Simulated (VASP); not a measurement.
Input of a VASP 6.6.1 run:

The input INCAR:

```
PREC = Accurate
ENCUT = 600
EDIFF = 1E-6
ISMEAR = -1
SIGMA = 0.05
LREAL = F
LASPH = T
NELM = 60
ALGO = Fast
ISIF = 3
LWAVE = F
LCHARG = F
GGA = PE
IVDW = 202
IBRION = 2
NSW = 60
EDIFFG = -0.01
```

The input KPOINTS:

```
regular mesh
0
Gamma
  8 8 8
```

File POSCAR:

```
ZnSe
1.0
    0.0000000000      2.8338000000      2.8338000000
    2.8338000000      0.0000000000      2.8338000000
    2.8338000000      2.8338000000      0.0000000000
Se Zn
1 1
Direct
    0.7500000000      0.7500000000      0.7500000000
    0.0000000000      0.0000000000      0.0000000000
```

Potentials or basis: VASP PAW PBE potentials, release 64 (Se, Zn).

Command:

```console
$ cat potpaw_PBE.64/Se/POTCAR potpaw_PBE.64/Zn/POTCAR > POTCAR
$ mpirun -np 1 vasp_std > vasp.out
```

**Question.** What does it give for the band gap on the k mesh?

**Answer.** 1.25 eV, direct.

**Question.** Predict the space group after relaxing (to 0.05 Å).

**Answer.** F-43m (No. 216).

**Question.** Predict the relaxed volume.

**Answer.** 23.00 Å³/atom.

**Question.** Estimate the relaxed cell.

**Answer.** a = 4.022 Å, b = 4.022 Å, c = 4.022 Å, α = 60.00°, β = 60.00°, γ = 60.00°.

Final structure:
```cif
data_structure
_symmetry_space_group_name_H-M 'P 1'
_symmetry_Int_Tables_number 1
_cell_length_a 4.0218
_cell_length_b 4.0218
_cell_length_c 4.0218
_cell_angle_alpha 60.000
_cell_angle_beta 60.000
_cell_angle_gamma 60.000
_cell_volume 46.00
loop_
_atom_site_label
_atom_site_type_symbol
_atom_site_fract_x
_atom_site_fract_y
_atom_site_fract_z
_atom_site_occupancy
Se1 Se 0.75000 0.75000 0.75000 1
Zn1 Zn 0.00000 0.00000 0.00000 1
```

Expect the measured gap to be larger: semilocal functionals such as PBE lack the derivative discontinuity. Zero-point motion and thermal expansion aren't in these numbers.
